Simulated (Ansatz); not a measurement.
# Ir (element-swapped structure): how the settings move a relaxation

Question: which choices in the input matter for Ir (element-swapped structure)?

Program: Ansatz 0.2.0. Level of theory: reference: DFT PBE, plane waves, PAW, scalar-relativistic, no spin polarisation. These are calculated values, not measurements.

1 further run of the same task is left out (set aside as unsound or not needed).

### Step 1. The starting structure

The structure is cubic, space group Fm-3m (No. 225). Conventional cell: a = 3.876 Å, b = 3.876 Å, c = 3.876 Å, α = 90.00°, β = 90.00°, γ = 90.00°. Ir (site symmetry m-3m) is surrounded by 12 Ir at 2.74 Å.

As a file:

```cif
data_structure
_symmetry_space_group_name_H-M 'P 1'
_symmetry_Int_Tables_number 1
_cell_length_a 2.7406
_cell_length_b 2.7406
_cell_length_c 2.7406
_cell_angle_alpha 60.000
_cell_angle_beta 60.000
_cell_angle_gamma 60.000
_cell_volume 14.56
loop_
_atom_site_label
_atom_site_type_symbol
_atom_site_fract_x
_atom_site_fract_y
_atom_site_fract_z
_atom_site_occupancy
Ir1 Ir 0.00000 0.00000 0.00000 1
```

### Step 2. Baseline

File input.yaml:

```yaml
crystal:
  lattice:
    - [0.0, 1.937917, 1.937917]
    - [1.937917, 0.0, 1.937917]
    - [1.937917, 1.937917, 0.0]
  atoms:
    - { symbol: Ir, position: [0.0, 0.0, 0.0] }
  symmetry: { tolerance: 0.0003 }
kpoints:
  mp_grid: { grid: [8, 8, 8], shift: [0, 0, 0] }
magnetization:
  spin_polarized: false
scf:
  occupations: { method: methfessel_paxton, width: 0.0283 }
hamiltonian:
  pseudopotentials: { kind: paw }
  xc: pbe
basis:
  ecutwfc: 420
output:
  forces: true
  stress: true
  eigenvalues: true
relax:
  max_steps: 40
  cell: {}
```

The run is started by

```
ansatz run input.yaml --threads 1 --pin off --max-ram 2560MiB --backend cpu --events-out ev --progress --plain --runs-dir out
```

Standard output, cut to the lines that bear on the results:

```text
Warning: RAYON_NUM_THREADS=1 ignored (pool sized by the plan → 1); use --threads N
[...]
Pseudopotentials: kind: paw
Pseudopotential: Ir, paw, valence charge 17, recommended cutoff 420 eV (normal), Ir.paw.azcp
Functional definition: PBE
[...]
Crystal: 1 atoms, lattice volume = 14.556 Å³
Basis set: ecut = 420 eV, 283 PW (Γ), exchange–correlation on 40×40×40 points (8 copies of the dense FFT grid, shifted against one another)
Bands: 13, of which v1, the nominal top of the filled ones, is band 9 counted from 1 (8 counted from 0)
Symmetry: 48 space group operations
Space group: Fm-3m (ITA 225), of the structure as read, at distance tolerance 7.3e-4 Å
k-points: 29 of 512
[...]
SCF iter   1: F=—  HF=-11935.235949 eV  |F-HF|=—  |Δ(HF+E_count)|=         —  Δρ=8.50e-3  dr2=1.89e-3  ethr=1.77e-3  ⟨swp⟩=5.4  Hψ=1974  notcnv=0
[...]
relax step   1: F+E_penalty+E_count = -11935.23649697 eV  Δ(F+E_penalty+E_count) = +0.000e0 eV  max|allowed force component| = 0.000e0 eV/Å  Δτ_max = 0.0000 Å  P = -0.094 GPa  Ω = 14.556 Å³  (5 SCF iters, dr2 threshold 1.00e-7 eV, accepted)
[...]
relax step   3: F+E_penalty+E_count = -11935.23650016 eV  Δ(F+E_penalty+E_count) = -3.189e-6 eV  max|allowed force component| = 0.000e0 eV/Å  Δτ_max = 0.0000 Å  P = -0.000 GPa  Ω = 14.552 Å³  energy of the carried Pulay correction = +2.010e-6 eV  (4 SCF iters, accepted)
[...]
relax step   4: F+E_penalty+E_count = -11935.23650016 eV  Δ(F+E_penalty+E_count) = +3.638e-12 eV  max|allowed force component| = 0.000e0 eV/Å  Δτ_max = 0.0000 Å  P = -0.000 GPa  Ω = 14.552 Å³  stress off target by 3.83e-4 GPa  SCF on the basis re-selected at this cell (its energy is not [...]
SCF converged after 3 iterations
Stability not checked: this state was not tested for a lower state beside it, because cold or Methfessel-Paxton smearing, or corrected tetrahedra, fill the levels in a way that the test cannot read (fill_not_monotonic; see scf.lower_state_search)
Free energy (F): -11935.236500 eV
[...]
E sigma→0 (E₀):  -11935.236466 eV
Entropy (-TS):   -0.000137 eV (-0.137 meV/atom)
Fermi energy:    24.992860 eV
[...]
--- Forces (eV/Å), atoms counted from 1 ---
  atom   1  Ir     0.00000000     0.00000000    -0.00000000
[...]
--- Stress (GPa, compression-positive) ---
       -0.000383      -0.000000      -0.000000
       -0.000000      -0.000383      -0.000000
       -0.000000      -0.000000      -0.000383
  P = ⅓ Tr σ = -0.0004 GPa (-0.004 kbar)
--- Band table (eV; the first three rows and the last of 29) ---
  k-point 0: bands = ["-67.8502", "-24.3626", "-24.3626", "-24.3626", "14.0973", "21.2021", "21.2021", "21.2021", "23.7907", "23.7907", "38.5906", "43.9706", "43.9706"]
[...]
--- Relaxed structure (3 steps of the walk, 2 accepted, 1 SCFs on fresh bases) ---
  F+E_penalty+E_count = -11935.23650016 eV   max|allowed force component| = 0.000e0 eV/Å   (the final SCF, on the basis selected at the relaxed cell)
  cell:  # Å, volume = 14.5518 Å³
    - [3.821529024671693e-35, 1.9377400436381909, 1.9377400436381909]
    - [1.9377400436381909, -2.2292252643918207e-35, 1.9377400436381909]
    - [1.9377400436381909, 1.9377400436381909, -1.1146126321959103e-34]
  atoms:
    - { symbol: Ir, position: [0.0, 0.0, 0.0] }
```

Run time: 2.1 s. Hardware: 1 thread of an Arm CPU, shared host; peak memory 0.26 GiB.

### Step 3. Changing settings: hubbard.sites [{species: Ir, l: d, u_eff: 1.0}], hubbard.double_counting fll, f_tol 0.001, max_displacement 0.1

Changes to input.yaml since step 2:

```diff
@@ -17,2 +17,3 @@
   xc: pbe
+  hubbard: { sites: [{ species: Ir, l: d, u_eff: 1.0 }], double_counting: fll }
 basis:
@@ -23,2 +24,6 @@
   eigenvalues: true
+  write_density: true
+  write_potential: true
+  elf: true
+  volumetric_format: npy
 relax:
@@ -26 +31,3 @@
   cell: {}
+  f_tol: 0.001
+  max_displacement: 0.1
```

The run is started by

```
ansatz run input.yaml --threads 1 --pin off --max-ram 2560MiB --backend cpu --events-out ev --progress --plain --runs-dir out
```

Standard output, cut to the lines that bear on the results:

```text
Warning: RAYON_NUM_THREADS=1 ignored (pool sized by the plan → 1); use --threads N
Ir: projections on atomic orbitals take those of the free atom [Kr 4d10 4f14] 5s2 5p6 5d7 6s2, of charge +0.00 (hamiltonian.pseudopotentials.projection_atoms); the dataset's partial waves leave at most 8.4e-5 of an orbital's norm unspanned inside its sphere
[...]
[... 3 set-up lines as earlier in the session ...]
[...]
Crystal: 1 atoms, lattice volume = 14.556 Å³
Basis set: ecut = 420 eV, 283 PW (Γ), exchange–correlation on 40×40×40 points (8 copies of the dense FFT grid, shifted against one another)
Bands: 13, of which v1, the nominal top of the filled ones, is band 9 counted from 1 (8 counted from 0)
[... 2 set-up lines as earlier in the session ...]
k-points: 29 of 512
[...]
--- Forces (eV/Å), atoms counted from 1 ---
  atom   1  Ir    -0.00000000    -0.00000000    -0.00000000
[...]
--- Stress (GPa, compression-positive) ---
       -0.003829      -0.000000      -0.000000
       -0.000000      -0.003829      -0.000000
       -0.000000      -0.000000      -0.003829
  P = ⅓ Tr σ = -0.0038 GPa (-0.038 kbar)
--- Band table (eV; the first three rows and the last of 29) ---
  k-point 0: bands = ["-67.7414", "-24.2602", "-24.2602", "-24.2602", "14.1292", "21.0301", "21.0301", "21.0301", "23.5142", "23.5142", "38.6259", "44.0205", "44.0205"]
[...]
Occupation matrices written to <dir>
--- Relaxed structure (3 steps of the walk, 2 accepted, 1 SCFs on fresh bases) ---
  F+E_penalty+E_count = -11934.41086894 eV   max|allowed force component| = 0.000e0 eV/Å   (the final SCF, on the basis selected at the relaxed cell)
  cell:  # Å, volume = 14.5314 Å³
    - [-1.2738430082238974e-35, 1.936835134918916, 1.936835134918916]
    - [1.936835134918916, -3.821529024671692e-34, 1.936835134918916]
    - [1.936835134918916, 1.936835134918916, -6.369215041119488e-35]
  atoms:
    - { symbol: Ir, position: [0.0, 0.0, 0.0] }
```

It took 3.7 s on 1 thread of an Arm CPU, shared host; peak memory 0.25 GiB.

Changing the Hubbard U, convergence setting and walk settings moves the energy by +825.6 meV/atom. The U term adds an energy of its own, so the shift says nothing about which run is better.

### Step 4. Changing settings: occupations.width 0.05

Changes to input.yaml since step 2:

```diff
@@ -13,3 +13,3 @@
 scf:
-  occupations: { method: methfessel_paxton, width: 0.0283 }
+  occupations: { method: methfessel_paxton, width: 0.05 }
 hamiltonian:
@@ -23,2 +23,6 @@
   eigenvalues: true
+  write_density: true
+  write_potential: true
+  elf: true
+  volumetric_format: npy
 relax:
```

The run is started by

```
ansatz run input.yaml --threads 1 --pin off --max-ram 2560MiB --backend cpu --events-out ev --progress --plain --runs-dir out
```

Standard output, cut to the lines that bear on the results:

```text
Warning: RAYON_NUM_THREADS=1 ignored (pool sized by the plan → 1); use --threads N
[...]
[... 3 set-up lines as earlier in the session ...]
[...]
Crystal: 1 atoms, lattice volume = 14.556 Å³
Basis set: ecut = 420 eV, 283 PW (Γ), exchange–correlation on 40×40×40 points (8 copies of the dense FFT grid, shifted against one another)
Bands: 13, of which v1, the nominal top of the filled ones, is band 9 counted from 1 (8 counted from 0)
[... 2 set-up lines as earlier in the session ...]
k-points: 29 of 512
[...]
SCF iter   1: F=—  HF=-11935.235930 eV  |F-HF|=—  |Δ(HF+E_count)|=         —  Δρ=8.56e-3  dr2=1.92e-3  ethr=1.77e-3  ⟨swp⟩=5.0  Hψ=1927  notcnv=0
[...]
Fermi energy:    24.986533 eV
[...]
--- Forces (eV/Å), atoms counted from 1 ---
  atom   1  Ir     0.00000000     0.00000000     0.00000000
[...]
--- Stress (GPa, compression-positive) ---
       -0.000385      -0.000000      -0.000000
       -0.000000      -0.000385      -0.000000
       -0.000000      -0.000000      -0.000385
  P = ⅓ Tr σ = -0.0004 GPa (-0.004 kbar)
--- Band table (eV; the first three rows and the last of 29) ---
  k-point 0: bands = ["-67.8495", "-24.3620", "-24.3620", "-24.3620", "14.0974", "21.2024", "21.2024", "21.2024", "23.7912", "23.7912", "38.5906", "43.9708", "43.9708"]
[...]
--- Relaxed structure (3 steps of the walk, 2 accepted, 1 SCFs on fresh bases) ---
  F+E_penalty+E_count = -11935.23647559 eV   max|allowed force component| = 0.000e0 eV/Å   (the final SCF, on the basis selected at the relaxed cell)
  cell:  # Å, volume = 14.5517 Å³
    - [0.0, 1.937737913649749, 1.937737913649749]
    - [1.937737913649749, 3.1846075205597443e-35, 1.937737913649749]
    - [1.937737913649749, 1.937737913649749, 7.006136545231437e-35]
  atoms:
    - { symbol: Ir, position: [0.0, 0.0, 0.0] }
```

Wall time 2.2 s (1 thread of an Arm CPU, shared host); peak memory 0.26 GiB.

Changing the smearing hardly moves the energy: -0.1 meV/atom.

### Step 5. Variant: hubbard.sites [{species: Ir, l: d, u_eff: 6.0}], hubbard.double_counting amf, ecutwfc 25.7 Ry, f_tol 0.001, max_displacement 0.3

Changes to input.yaml since step 2:

```diff
@@ -17,4 +17,5 @@
   xc: pbe
+  hubbard: { sites: [{ species: Ir, l: d, u_eff: 6.0 }], double_counting: amf }
 basis:
-  ecutwfc: 420
+  ecutwfc: "25.7 Ry"
 output:
@@ -26 +27,3 @@
   cell: {}
+  f_tol: 0.001
+  max_displacement: 0.3
```

The run is started by

```
ansatz run input.yaml --threads 1 --pin off --max-ram 2560MiB --backend cpu --events-out ev --progress --plain --runs-dir out
```

Standard output, cut to the lines that bear on the results:

```text
Warning: basis.ecutwfc = 349.6663132609458 eV is below the records' recommended 420 eV, and the density's cutoff is lower with it unless basis.ecutrho_ratio is high enough to keep the records' density cutoff: compare with a run at a higher cutoff
Warning: RAYON_NUM_THREADS=1 ignored (pool sized by the plan → 1); use --threads N
[...]
Ir: projections on atomic orbitals take those of the free atom [Kr 4d10 4f14] 5s2 5p6 5d7 6s2, of charge +0.00 (hamiltonian.pseudopotentials.projection_atoms); the dataset's partial waves leave at most 8.4e-5 of an orbital's norm unspanned inside its sphere
[...]
[... 3 set-up lines as earlier in the session ...]
[...]
Crystal: 1 atoms, lattice volume = 14.556 Å³
Basis set: ecut = 349.6663132609458 eV, 181 PW (Γ), exchange–correlation on 36×36×36 points (8 copies of the dense FFT grid, shifted against one another)
[...]
Fermi energy:    24.819200 eV
[...]
DFT+U double counting: amf (around mean field; hamiltonian.hubbard.double_counting)
--- Forces (eV/Å), atoms counted from 1 ---
  atom   1  Ir     0.00000000     0.00000000    -0.00000000
[...]
--- Stress (GPa, compression-positive) ---
        0.005830      -0.000000      -0.000000
       -0.000000       0.005830      -0.000000
       -0.000000      -0.000000       0.005830
  P = ⅓ Tr σ = 0.0058 GPa (0.058 kbar)
--- Band table (eV; the first three rows and the last of 29) ---
  k-point 0: bands = ["-68.1089", "-24.6242", "-24.6242", "-24.6242", "13.9259", "21.4510", "21.4510", "21.4510", "22.8323", "22.8323", "38.3091", "43.7174", "43.7174"]
[...]
Occupation matrices written to <dir>
--- Relaxed structure (4 steps of the walk, 3 accepted, 2 SCFs on fresh bases) ---
  F+E_penalty+E_count = -11935.39119170 eV   max|allowed force component| = 0.000e0 eV/Å   (the final SCF, on the basis selected at the relaxed cell)
  cell:  # Å, volume = 14.6715 Å³
    - [6.114446439474708e-34, 1.9430373752095809, 1.9430373752095809]
    - [1.9430373752095809, 4.9042955816620045e-34, 1.9430373752095809]
    - [1.9430373752095809, 1.9430373752095809, 5.923369988241123e-34]
  atoms:
    - { symbol: Ir, position: [0.0, 0.0, 0.0] }
```

It took 4.8 s on 1 thread of an Arm CPU, shared host; peak memory 0.24 GiB.

Changing the Hubbard U, cutoff, convergence setting and walk settings moves the energy by -154.7 meV/atom, and the final volume goes from 14.55 to 14.67 Å³. The U term adds an energy of its own, so the shift says nothing about which run is better. The log warns that the cutoff is under what these potentials recommend, so the shift holds truncation error.

### Step 6. Side by side

| run | ending | energy change | pressure (GPa) | gap (eV) | force (eV/Å) | cycles | time |
| --- | --- | --- | --- | --- | --- | --- | --- |
| reference | converged | 0 | 0.0 | 0.00 | 0.00 | 14 | 2.1 s |
| 1: hubbard.sites [{species: Ir, l: d, u_eff: 1.0}], hubbard.double_counting fll, f_tol 0.001, max_displacement 0.1 | converged | +825.6 meV/atom (U changed: no physical gain or loss) | 0.0 | 0.00 | 0.00 | 17 | 3.7 s |
| 2: occupations.width 0.05 | converged | -0.1 meV/atom (σ→0) | 0.0 | 0.00 | 0.00 | 14 | 2.2 s |
| 3: hubbard.sites [{species: Ir, l: d, u_eff: 6.0}], hubbard.double_counting amf, ecutwfc 25.7 Ry, f_tol 0.001, max_displacement 0.3 | converged | -154.7 meV/atom (U changed: no physical gain or loss) | 0.0 | 0.00 | 0.00 | 31 | 4.8 s |

Times don't compare one to one where runs were asked for different outputs or read a saved state (see the inputs); cycles may leave out searches for a lower state.

«occupations.width 0.05» moves the energy by -0.1 meV/atom. Run 3 ran under the cutoff that the potentials recommend, as the log warns, so basis error is mixed into its values. A changed U is a change of model: its shifts are not errors of convergence.

The reference has limits of its own: it is run without spin, though an odd electron count or open d shells could carry moments; its mesh is coarse for a cell with so small a gap or none.
